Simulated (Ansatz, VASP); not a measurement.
# One calculation of Ni, two programs

```xyz
1
Lattice="2.3293 0.0000 0.0000 0.0000 2.3293 0.0000 0.0000 0.0000 2.3293" Properties=species:S:1:pos:R:3 pbc="T T T"
Ni    0.0000    0.0000    0.0000
```

Alike in both runs: task electric field gradients; functional PBE; k mesh 8 × 8 × 8; occupations fermi-dirac, width 0.05 eV; collinear spin.

|  | VASP | Ansatz |
| --- | --- | --- |
| version | VASP 6.6.1 | Ansatz 0.2.0 |
| potentials or method | VASP PAW PBE potentials, release 64 (Ni) | PAW with Ansatz's default frozen-core files, scalar-relativistic |
| plane-wave cutoff (eV) | 520 | 420 |
| valence electrons in the cell | 10 | 18 |

Ansatz gave:

```
pressure (GPa)                                                 : 0.9
net moment per atom (μB)                                       : 0.71
size of the moment on the site where the two differ most (μB)  : 0.72
Vzz of the field gradient on the site that differs most (V/Å²) : 0.0
```

Estimate VASP's values.

pressure (GPa): 0.8; net moment per atom (μB): 0.69; size of the moment on the site where the two differ most (μB): 0.70; Vzz of the field gradient on the site that differs most (V/Å²): 0.0.

Site moments also hang on the region over which each program counts them. The two sets of potentials don't hold the same shells in valence.
